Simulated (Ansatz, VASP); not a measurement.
## One calculation of Sn, two programs

```
Sn
1.0
    -1.89465    1.89465    1.89465
     1.89465   -1.89465    1.89465
     1.89465    1.89465   -1.89465
Sn
1
Direct
  0.00000 0.00000 0.00000
```

This isn't the form of Sn at room conditions, which is tetragonal (white tin).

Alike in both runs: task relaxation of cell and atoms; functional PBEsol; k mesh 16 × 16 × 16; occupations gaussian, width 0.1 eV; no spin polarisation.

|  | VASP | Ansatz |
| --- | --- | --- |
| version | VASP 6.6.1 | Ansatz 0.2.0 |
| potentials or method | VASP PAW PBE potentials, release 64 (Sn_d) | scalar-relativistic, plane waves, PAW |
| plane-wave cutoff (eV) | 600 | 420 |
| valence electrons in the cell | 14 | 14 |

Ansatz gave:

| Property | Result |
| --- | --- |
| gap on the k mesh at the Fermi level, each at its own relaxed structure (eV) | none |
| relaxed volume (Å³/atom) | 26.26 |
| relaxed cell length with the largest relative difference (Å) | 3.243 |
| energy change over the relaxation (meV/atom) | -5 |

Q: Estimate VASP's values.

A: gap on the k mesh at the Fermi level, each at its own relaxed structure (eV): none; relaxed volume (Å³/atom): 26.25; relaxed cell length with the largest relative difference (Å): 3.243; energy change over the relaxation (meV/atom): -5.

A gap of «none» marks a metal or a gap that the smearing closes.

Caveats: the PAW data sets were made with another functional, which shifts forces and pressure a little (VASP).
